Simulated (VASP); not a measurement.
# Zn: single point with BLYP

The system is Zn.

```
Zn
1.0
     4.64373    0.00000    0.00000
    -2.32187    4.02159    0.00000
     0.00000    0.00000    2.61164
Zn
3
Cartesian
  -2.3219 4.0216 2.6116
  0.0000 2.6811 1.3058
  2.3219 1.3405 1.3058
```

This isn't the form of Zn at room conditions, which is hcp.

| Item | Value |
| --- | --- |
| Program | VASP 6.6.1 |
| Task | single point |
| Functional | BLYP |
| Potentials or basis | VASP PAW PBE potentials, release 64 (Zn) |
| Cutoff | 520 eV |
| k mesh | 9 × 9 × 13 |
| Occupations | fermi-dirac, width 0.1 eV |
| Spin | no spin polarisation |
| Dipole correction | no |
| Further INCAR settings | ALGO = Fast; EDIFF = 1e-06; NBANDS = 25 |

The pressure is 4.2 GPa and the band gap on the k mesh is none (metal or under the smearing width).

Stress tensor (GPa, compression positive):
```
3.94 0.00 0.00
0.00 3.94 0.00
0.00 0.00 4.69
```

Levels at points of the mesh, in eV from the Fermi level:
```
           k point  band 15  band 16  band 17  band 18  band 19  band 20  band 21  band 22
(0.00, 0.00, 0.00)    -7.06    -7.06    -0.13     0.01     0.54     0.54     0.57     0.57
```

Wall time 58 s on 1 thread of Intel(R) Xeon(R) Platinum 8488C (Sapphire Rapids) (shared host), peak memory 0.2 GiB.

Caveat: the PAW data sets were made with another functional, which shifts forces and pressure a little.
